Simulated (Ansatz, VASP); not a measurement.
GaAs: VASP beside Ansatz

Contents of POSCAR:

```
GaAs
1.0
    0.0000000000      2.8330831934      2.8330831934
    2.8330831934      0.0000000000      2.8330831934
    2.8330831934      2.8330831934      0.0000000000
Ga As
1 1
Direct
    0.0000000000      0.0000000000      0.0000000000
    0.2500000000      0.2500000000      0.2500000000
```

Contents of INCAR.step1:

```
PREC = Accurate
ENCUT = 520
EDIFF = 1E-5
ISMEAR = 0
SIGMA = 0.01
LREAL = F
LASPH = T
NELM = 80
ALGO = Normal
ISIF = 2
LWAVE = T
LCHARG = F
GGA = PE
NBANDS = 16
```

The input INCAR.step2:

```
PREC = Accurate
ENCUT = 520
EDIFF = 1E-6
ISMEAR = 0
SIGMA = 0.01
LREAL = F
LASPH = T
NELM = 80
ALGO = Normal
ISIF = 2
LWAVE = F
LCHARG = F
GGA = PE
LHFCALC = T
HFSCREEN = 0.2079
PRECFOCK = Normal
ISTART = 1
NBANDS = 16
```

The input KPOINTS:

```
regular mesh
0
Gamma
  4 4 4
```

Input for Ansatz:

```yaml
crystal:
  lattice:
    - [0.0, 2.8330831934, 2.8330831934]
    - [2.8330831934, 0.0, 2.8330831934]
    - [2.8330831934, 2.8330831934, 0.0]
  atoms:
    - { symbol: Ga, position: [0.0, 0.0, 0.0] }
    - { symbol: As, position: [0.25, 0.25, 0.25] }
kpoints:
  mp_grid: { grid: [4, 4, 4] }
hamiltonian:
  xc: hse06
scf:
  occupations: { method: fixed }
  n_extra_bands: 4
output:
  forces: true
  stress: true
  eigenvalues: true
```

Alike in both runs: task single point; functional HSE06; k mesh 4 × 4 × 4; no spin polarisation.

|  | VASP | Ansatz |
| --- | --- | --- |
| version | VASP 6.6.1 | Ansatz 0.2.0 |
| potentials or method | VASP PAW PBE potentials, release 64 (Ga_d, As) | plane waves, PAW |
| plane-wave cutoff (eV) | 520 | 420 |
| occupations | gaussian, width 0.01 eV | fixed |
| valence electrons in the cell | 18 | 28 |

```tsv
	VASP	Ansatz	Ansatz less VASP
gap on the k mesh at the Fermi level (eV)	1.41	1.42	+0.003
pressure (GPa)	0.8	0.9	+0.14
```

The two sets of potentials don't hold the same shells in valence. Ansatz warned: «stress_exchange_threshold_loose».

Caveats: the k mesh is coarse (spacing up to 0.48 Å⁻¹), so the values aren't converged, least of all with exact exchange; the PAW data sets were made with another functional, which shifts forces and pressure a little (VASP). A k mesh can miss the band edges.
